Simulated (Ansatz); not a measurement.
# Pd under changes of volume

One of the cells (14.750 Å³/atom); the others are scaled copies at fixed shape and fractional positions:

```
Pd
1.0
     0.00000    1.94650    1.94650
     1.94650    0.00000    1.94650
     1.94650    1.94650    0.00000
Pd
1
Direct
  0.00000 0.00000 0.00000
```

| Property | Result |
| --- | --- |
| Program | Ansatz 0.2.0 |
| Functional | PBE |
| Potentials or basis | Ansatz PAW |
| Cutoff | 420 eV (not typed: the program's choice for these potentials) |
| k mesh | 12 × 12 × 12 |
| Occupations | fermi-dirac, width 0.05 eV |
| Spin | no spin polarisation |

```tsv
volume (Å³/atom)	energy over the lowest point (meV/atom)	pressure (GPa)
13.865	87.36	21.8
14.160	52.70	16.2
14.455	27.73	11.3
14.750	?	?
15.045	2.30	3.1
15.340	0.00	-0.3
15.635	3.62	-3.3
```

**Question.** What does the run at 14.750 Å³/atom give?

**Answer.** Energy over the lowest point 11.26 meV/atom; pressure 6.9 GPa.

Worked out: A Birch-Murnaghan fit of order 3 (a polynomial in V^(-2/3)) to the other rows has its minimum at 15.30 Å³/atom with B0 = V·E''(V) = 168 GPa and B' = 5.4. It gives 11.24 meV/atom at 14.750 Å³/atom, against the run's 11.26, and -dE/dV = 6.8 GPa, against 6.9.

Energies are extrapolated to zero smearing.
